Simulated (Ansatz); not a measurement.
Runs of Ansatz 0.2.0 on CuO. It takes space group Cc (No. 9, monoclinic). The conventional cell has a = 4.689 Å, b = 3.427 Å, c = 5.132 Å, α = 90.00°, β = 99.65°, γ = 90.00°. Around Cu (site symmetry 1) lie 4 O at 1.91 to 2.02 Å. O (site symmetry 1) is surrounded by 4 Cu at 1.91 to 2.02 Å. 

| task | level | cell | k mesh | points for each segment of the path | mesh quality | gap on the mesh (eV) | pressure (GPa) | relaxed volume (Å³/atom) | largest force (eV/Å) |
| --- | --- | --- | --- | --- | --- | --- | --- | --- | --- |
| band structure | LDA | as given | 6 × 6 × 3 | 14 | coarse | none | -9.5 | - | 0.77 |
| band structure | HSE06 | as given | 6 × 6 × 3 | 4 | coarse | none | 0.0 | - | 0.68 |
| band structure | RPBE | as given | 6 × 6 × 3 | 14 | coarse | none | 11.3 | - | 0.77 |
| relaxation of cell and atoms | RPBE | relaxed | 10 × 10 × 5 | - | not flagged | none | 0.0 | 11.61 | - |
| band structure | BLYP | as given | 6 × 6 × 3 | 14 | coarse | none | 12.5 | - | (a) |
| relaxation of cell and atoms | PBEsol+D3(BJ) | relaxed | 10 × 10 × 5 | - | not flagged | none | 0.0 | (b) | - |
| single point | PBE0 | as given | 6 × 6 × 3 | - | coarse | none | -0.2 | - | 0.67 |
| band structure | PBEsol | as given | 6 × 6 × 3 | 14 | coarse | none | -2.6 | - | 0.73 |

Alike in all rows: potentials or basis Ansatz PAW; no spin polarisation; cutoff (eV) 420; smearing fermi-dirac 0.05 eV.

Estimate the missing entries.

(a) 0.76; (b) 10.43.

Caveats: some runs use coarse meshes; the run has no spin polarisation, though such a crystal can be magnetic; the PAW data sets come from PBE, with cores solved anew for the run's functional, which leaves a small shift of forces and pressure; semilocal functionals often make such compounds metallic where correlation or magnetic order opens a gap, which also shifts bond lengths (some runs); the thresholds are loose for stress (some runs); the plane-wave basis is chosen anew once the cell has moved, so the energies of steps on either side of that aren't comparable (some runs); the volume moved by +14 % from the deposited cell, more than functionals usually miss (some runs); pairwise dispersion overbinds metals, which lowers pressure and volume (some runs).

A gap of «none» marks a metal or a gap under the smearing width.

Runs at the PBE level aren't shown here.
